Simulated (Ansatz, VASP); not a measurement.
# Cu (Cu wire along [111], 13 atoms a period): VASP beside Ansatz

One calculation is typed for both programs; each brings its own data sets. How far apart do they land? The structure shown is the start of the Ansatz relaxation below; VASP solves that cell, so the two are compared at the walk's first step.

Main program and level: Ansatz 0.2.0; plane waves, with VASP 6.6.1 beside it; single point at PBE.

### 1. The starting structure

The cell holds 13 atoms: 13 Cu. Its edges and angles: a = 11.934 Å, b = 11.246 Å, c = 6.287 Å, α = 90.0°, β = 90.0°, γ = 90.0°. Vacuum lies along a and b. The structure's axis is c.

### 2. Ansatz: relaxation, PBE

Ansatz runs on its PAW soft_1 files.

The two programs are compared at the cell with which this relaxation starts, whose forces are those of its first step.

input.yaml

```yaml
crystal:
  lattice:
    - [11.934, 0.0, 0.0]
    - [0.0, 11.246, 0.0]
    - [0.0, 0.0, 6.2873444315]
  atoms:
    - { symbol: Cu, position: [0.284900285, 0.49999217, 0.0] }
    - { symbol: Cu, position: [0.392441663, 0.697654622, 0.0] }
    - { symbol: Cu, position: [0.499983041, 0.49999217, 0.0] }
    - { symbol: Cu, position: [0.60752442, 0.697654622, 0.0] }
    - { symbol: Cu, position: [0.392441663, 0.434104686, 0.333333333] }
    - { symbol: Cu, position: [0.499983041, 0.631767138, 0.333333333] }
    - { symbol: Cu, position: [0.60752442, 0.434104686, 0.333333333] }
    - { symbol: Cu, position: [0.392441663, 0.565879654, 0.666666667] }
    - { symbol: Cu, position: [0.499983041, 0.368217201, 0.666666667] }
    - { symbol: Cu, position: [0.60752442, 0.565879654, 0.666666667] }
    - { symbol: Cu, position: [0.392441663, 0.302329717, 0.0] }
    - { symbol: Cu, position: [0.60752442, 0.302329717, 0.0] }
    - { symbol: Cu, position: [0.715065798, 0.49999217, 0.0] }
kpoints:
  mp_grid: { grid: [1, 1, 13] }
scf:
  occupations: { method: fermi_dirac, width: 0.05 }
hamiltonian:
  xc: pbe
  pseudopotentials: { kind: paw, azcp: { folder: soft_1 } }
relax:
  cell: { fix: [a, b, alpha, beta, gamma] }
  max_steps: 45
  f_tol: 0.03
```

Started as:

```bash
$ ansatz run input.yaml --threads 4 --pin off --max-ram 16384MiB --backend cpu --events-out ev --progress --plain --runs-dir out
```

Numbers of over 12 decimals in the logs are rounded to 6 here.

What it wrote:

```text
Engine: ansatz 0.2.0, x86_64-unknown-linux-gnu
Pseudopotentials: kind: paw
Pseudopotential: Cu, paw, valence charge 19, recommended cutoff 420 eV (normal), soft_1/Cu.paw.azcp
Functional definition: PBE
  parameter kappa = 0.804
  parameter beta = 0.066725
  exchange = pbe_x(kappa = kappa, mu = beta*pi^2/3)
  correlation = pbe_c(beta = beta)
Crystal: 13 atoms, lattice volume = 843.823 Å³
Basis set: ecut = 420 eV, 16531 PW (Γ), exchange–correlation on 160×160×90 points (8 copies of the dense FFT grid, shifted against one another)
Bands: 149, of which v1, the nominal top of the filled ones, is band 124 counted from 1 (123 counted from 0)
Symmetry: 4 space group operations
Space group: P2/m (ITA 10), of the structure as read, at distance tolerance 9.4e-5 Å
k-points: 7 of 13
Non-local potential: Cu, projectors of the file, l = 0: 3, l = 1: 2, l = 2: 3, l = 3: 1
PAW form: soft (Blöchl's): semilocal exchange-correlation on the pseudo side does not see the compensation charge
PAW one-centre angular grid: Cu, 590 points (default); XC on 64 Gauss nodes
Initial density: superposition of atomic densities (neutral atoms: chi_scale 0, normalization atom)
Initial wavefunctions: pseudopotential atomic-orbital guess
Functional: x = pbe(κ = 0.804, μ = 0.219515), c = pbe(β = 0.066725)
SCF iter   1: F=—  HF=-86120.604366 eV  |F-HF|=—  |Δ(HF+E_count)|=         —  Δρ=8.03e-2  dr2=3.63e1  ethr=3.10e-3  ⟨swp⟩=8.1  Hψ=4471  notcnv=0  defer=30
preconditioner: auto → LDOS  [metal: Δε(μ)=0.036 eV  Ē_g=5.375 eV  σ=0.050 eV  W_gap=0.18  n_scr=158 (ndim 8)  ℏωp=15.3 eV  f_vac=0.688  D(μ)=13.98/eV (n_scr^D=74)  β→1.0]
SCF iter   2: F=—  HF=-86147.911545 eV  |F-HF|=—  |Δ(HF+E_count)|=    2.73e1  Δρ=1.47e-1  dr2=1.10e2  ethr=3.10e-3  ⟨swp⟩=4.0  Hψ=2756  notcnv=0  defer=111  recentre
SCF iter   3: F=—  HF=-86114.580468 eV  |F-HF|=—  |Δ(HF+E_count)|=    3.33e1  Δρ=3.13e-2  dr2=5.74e0  ethr=3.10e-3  ⟨swp⟩=4.0  Hψ=2768  notcnv=0  defer=105
SCF iter   4: F=—  HF=-86113.844673 eV  |F-HF|=—  |Δ(HF+E_count)|=   7.36e-1  Δρ=1.31e-2  dr2=1.36e0  ethr=2.32e-3  ⟨swp⟩=2.1  Hψ=1745  notcnv=0  defer=103
SCF iter   5: F=—  HF=-86113.968841 eV  |F-HF|=—  |Δ(HF+E_count)|=   1.24e-1  Δρ=1.63e-2  dr2=1.59e0  ethr=5.50e-4  ⟨swp⟩=2.0  Hψ=1741  notcnv=0  defer=103
SCF iter   6: F=—  HF=-86113.797004 eV  |F-HF|=—  |Δ(HF+E_count)|=   1.72e-1  Δρ=6.65e-3  dr2=3.01e-1  ethr=5.50e-4  ⟨swp⟩=2.0  Hψ=1404  notcnv=0  defer=103
SCF iter   7: F=—  HF=-86113.808938 eV  |F-HF|=—  |Δ(HF+E_count)|=   1.19e-2  Δρ=4.20e-3  dr2=1.19e-1  ethr=1.22e-4  ⟨swp⟩=2.0  Hψ=1267  notcnv=0  defer=103
SCF iter   8: F=—  HF=-86113.831692 eV  |F-HF|=—  |Δ(HF+E_count)|=   2.28e-2  Δρ=3.71e-3  dr2=8.66e-2  ethr=4.82e-5  ⟨swp⟩=2.0  Hψ=1488  notcnv=0  defer=103
SCF iter   9: F=—  HF=-86113.835232 eV  |F-HF|=—  |Δ(HF+E_count)|=   3.54e-3  Δρ=1.57e-3  dr2=1.49e-2  ethr=3.51e-5  ⟨swp⟩=2.0  Hψ=1477  notcnv=0  defer=103
SCF iter  10: F=—  HF=-86113.833398 eV  |F-HF|=—  |Δ(HF+E_count)|=   1.83e-3  Δρ=7.72e-4  dr2=3.95e-3  ethr=6.03e-6  ⟨swp⟩=2.0  Hψ=1504  notcnv=0  defer=103
[...]
SCF 1 converged in 19 iterations: F = -86113.834859 eV  dr2 = 3.41e-8
  greatest PAW one-centre occupation: 1.000 electrons in one spin orbital (limit 2), on the Cu atom at site 11 (counted from 0), in its partial waves of l = 0
[...]
preconditioner: auto → LDOS  [metal: Δε(μ)=0.034 eV  Ē_g=6.251 eV  σ=0.050 eV  W_gap=0.17  n_scr=144 (ndim 8)  ℏωp=15.8 eV  f_vac=0.697  D(μ)=8.31/eV (n_scr^D=38)  β→1.0]
[...]
SCF 4 converged in 10 iterations: F = -86114.498924 eV  dr2 = 2.45e-7
relax step   4: F+E_penalty+E_count = -86114.49892356 eV  Δ(F+E_penalty+E_count) = -1.948e-2 eV  max|allowed force component| = 2.227e-2 eV/Å  Δτ_max = 0.0451 Å  P = -0.024 GPa  Ω = 793.574 Å³  energy of the carried Pulay correction = +9.063e-3 eV  fix = [a, b, alpha, beta, gamma]  reactions: a -0.028, b -0.031 GPa; alpha -0.005 GPa/rad  (10 SCF iters, dr2 threshold 7.03e-7 eV, accepted)
Basis set: ecut = 420 eV, 15461 PW (Γ), exchange–correlation on 160×160×80 points (8 copies of the dense FFT grid, shifted against one another)
Initial wavefunctions: pseudopotential atomic-orbital guess (no wavefunctions were taken with the density)
[...]
eigensolver tolerance schedule: the retry pair's looser diagonalisation over-reported the residual by 401.64 of it (diagonalisation noise at 1.33 of the residual, at the tolerance the schedule requests for it); recorded, not acted on — ethr = c·dr2/N_el stays at c = 1.0e-1
preconditioner: auto → LDOS  [metal: Δε(μ)=0.034 eV  Ē_g=6.242 eV  σ=0.050 eV  W_gap=0.17  n_scr=144 (ndim 8)  ℏωp=15.8 eV  f_vac=0.697  D(μ)=8.36/eV (n_scr^D=38)  β→1.0]
[...]
SCF iter   5: F=—  HF=-86114.488973 eV  |F-HF|=—  |Δ(HF+E_count)|=   2.64e-5  Δρ=8.92e-5  dr2=4.23e-5  ethr=1.09e-8  ⟨swp⟩=2.0  Hψ=1889  notcnv=0
SCF iter   6: F=—  HF=-86114.488965 eV  |F-HF|=—  |Δ(HF+E_count)|=   8.17e-6  Δρ=2.50e-5  dr2=4.25e-6  ethr=1.09e-8  ⟨swp⟩=2.0  Hψ=1515  notcnv=0
SCF iter   7: F=—  HF=-86114.488709 eV  |F-HF|=—  |Δ(HF+E_count)|=   2.56e-4  Δρ=9.25e-6  dr2=5.61e-7  ethr=1.72e-9  ⟨swp⟩=2.0  Hψ=1207  notcnv=0
SCF iter   8: F=—  HF=-86114.488710 eV  |F-HF|=—  |Δ(HF+E_count)|=   9.99e-7  Δρ=1.06e-5  dr2=5.63e-7  ethr=2.27e-10  ⟨swp⟩=2.0  Hψ=1549  notcnv=0
SCF iter   9: F=—  HF=-86114.488710 eV  |F-HF|=—  |Δ(HF+E_count)|=   2.57e-8  Δρ=1.44e-6  dr2=1.49e-8  ethr=2.27e-10  ⟨swp⟩=2.0  Hψ=1454  notcnv=0
SCF iter  10: F=—  HF=-86114.488710 eV  |F-HF|=—  |Δ(HF+E_count)|=   8.66e-9  Δρ=9.53e-7  dr2=6.21e-9  ethr=6.05e-12  ⟨swp⟩=2.0  Hψ=1553  notcnv=0
SCF iter  11: F=—  HF=-86114.488710 eV  |F-HF|=—  |Δ(HF+E_count)|=   2.17e-9  Δρ=9.72e-7  dr2=5.09e-9  ethr=2.51e-12  ⟨swp⟩=2.0  Hψ=1733  notcnv=0
SCF iter  12: F=—  HF=-86114.488710 eV  |F-HF|=—  |Δ(HF+E_count)|=   1.21e-9  Δρ=2.03e-7  dr2=3.42e-10  ethr=2.06e-12  ⟨swp⟩=2.0  Hψ=1472  notcnv=0
SCF iter  13: F=—  HF=-86114.488710 eV  |F-HF|=—  |Δ(HF+E_count)|=  4.66e-10  Δρ=1.80e-7  dr2=1.83e-10  ethr=1.00e-12  ⟨swp⟩=4.1  Hψ=3315  notcnv=0
SCF iter  14: F=-86114.488710 eV  HF=-86114.488710 eV  |F-HF|=5.82e-11  |Δ(HF+E_count)|=  1.75e-10  Δρ=7.24e-8  dr2=3.84e-11  ethr=1.00e-12  ⟨swp⟩=4.0  Hψ=3277  notcnv=0
SCF 5 converged in 14 iterations: F = -86114.488710 eV  dr2 = 3.84e-11
relax step   5: F+E_penalty+E_count = -86114.48871018 eV  Δ(F+E_penalty+E_count) = +1.021e-2 eV  max|allowed force component| = 2.228e-2 eV/Å  Δτ_max = 0.0000 Å  P = -0.021 GPa  Ω = 793.574 Å³  fix = [a, b, alpha, beta, gamma]  reactions: a -0.024, b -0.028 GPa; alpha -0.005 GPa/rad  stress off target by 9.99e-3 GPa on what of the cell is left free  SCF on the basis re-selected at this cell (its energy is not comparable with the rows above)  (14 SCF iters)
basis re-selected at this cell: Δ(F+E_penalty+E_count) = +1.021e-2 eV, ΔP = +0.003 GPa vs the last step (what re-selecting the basis moved, of the pressure what is left beyond the Pulay correction that the steps carried, after the strain that the cell walked since its last selection, with what the two solves' SCF thresholds leave and, on support functions, any second-order correction that the steps lacked; it is no measure of the basis error at this ecutwfc). The dense FFT grid was sized anew with the basis: this SCF ran on 80×80×40 points, the steps before it on 80×80×45, so part of this shift can come from that change (see relax.cell in the input reference). [rest of the remark cut]
SCF converged after 14 iterations
Free energy (F): -86114.488710 eV
Harris-Foulkes:  -86114.488710 eV  (|F-HF|=5.82e-11)
Internal energy: -86114.418739 eV  (E = F + TS)
E sigma→0 (E₀):  -86114.453725 eV
Entropy (-TS):   -0.069971 eV (-5.382 meV/atom)
Fermi energy:    -0.332207 eV
--- Per-component energies (eV) ---
  E_band       = -8736.601961
  E_kinetic    = 3399.945188
  E_local      = -198838.783311  (includes V_loc(G=0)·N_el)
  E_nonlocal   = 11660.959078
  E_hartree    = 92976.246632
  E_xc         = -872.684464
  E_vxc        = -1124.488494  (∫ρ·V_xc dr)
  E_paw        = -23673.830019  (= ΣΔE_a)
  E_vpaw       = -9786.741707  (= ΣTr[D̂ρ^β])
  E_aug_tail   = 0.013057  (compensation charges beyond the density's cutoff)
  E_ewald      = 29233.715099
  E_smearing   = -0.069971  (= −TS)
  E_closure    = 0.000000  (closes the sum)
  Σ components = -86114.488710   (vs F -86114.488710, Δ=0.00e0)
--- Forces (eV/Å), atoms counted from 1 ---
  atom   1  Cu     0.00976948    -0.00000000    -0.00000000
  atom   2  Cu     0.02228466    -0.00693786    -0.00460087
  atom   3  Cu    -0.00000000     0.00000000     0.00000000
  atom   4  Cu    -0.02228466    -0.00693786    -0.00460087
  atom   5  Cu    -0.01908987    -0.01040644    -0.00034729
  atom   6  Cu    -0.00000000    -0.01193570     0.01685511
  atom   7  Cu     0.01908987    -0.01040644    -0.00034729
  atom   8  Cu    -0.01908987     0.01040644     0.00034729
  atom   9  Cu     0.00000000     0.01193570    -0.01685511
  atom  10  Cu     0.01908987     0.01040644     0.00034729
  atom  11  Cu     0.02228466     0.00693786     0.00460087
  atom  12  Cu    -0.02228466     0.00693786     0.00460087
  atom  13  Cu    -0.00976948     0.00000000     0.00000000
  max |Σ_I F_I| component: 3.47e-18 eV/Å
--- Stress (GPa, compression-positive) ---
       -0.024322      -0.000000       0.000000
       -0.000000      -0.028330       0.005375
        0.000000       0.005375      -0.009991
  P = ⅓ Tr σ = -0.0209 GPa (-0.209 kbar)
--- Relaxed structure (4 steps of the walk, 4 accepted, 1 SCFs on fresh bases) ---
  F+E_penalty+E_count = -86114.48871018 eV   max|allowed force component| = 2.228e-2 eV/Å   (the final SCF, on the basis selected at the relaxed cell)
  cell:  # Å, volume = 793.5743 Å³
    - [11.934, 0, 0]
    - [0, 11.246, 0]
    - [0, 0, 5.912940]
  atoms:
    - { symbol: Cu, position: [0.293503, 0.500000, 1.867332986891479e-18] }
    - { symbol: Cu, position: [0.396713, 0.690536, -0.00179468] }
    - { symbol: Cu, position: [0.499983, 0.500000, 0] }
    - { symbol: Cu, position: [0.603253, 0.690536, -0.00179468] }
    - { symbol: Cu, position: [0.392593, 0.433926, 0.338909] }
    - { symbol: Cu, position: [0.499983, 0.633959, 0.337477] }
    - { symbol: Cu, position: [0.607373, 0.433926, 0.338909] }
    - { symbol: Cu, position: [0.392593, 0.566074, 0.661091] }
    - { symbol: Cu, position: [0.499983, 0.366041, 0.662523] }
    - { symbol: Cu, position: [0.607373, 0.566074, 0.661091] }
    - { symbol: Cu, position: [0.396713, 0.309464, 0.00179468] }
    - { symbol: Cu, position: [0.603253, 0.309464, 0.00179468] }
    - { symbol: Cu, position: [0.706463, 0.500000, -1.758232377716629e-18] }
```

The column dr2 measures how far the density is from self-consistency, as an energy; F and HF (Harris–Foulkes) agree once it is small.

[end of part 1 of 2]

[Lines on the potential files, build, host, timing and source positions are cut from VASP's logs without a mark.]

[Logs are printed without paths, hosts, clocks, repeated set-up lines and the standing remarks that a program may print on its own settings, such as how far it seeks lower states.]

[Hosts, paths, dates, database ids (printed as entryN), source tags and the programs' standing remarks are cut or masked in the printed files.]
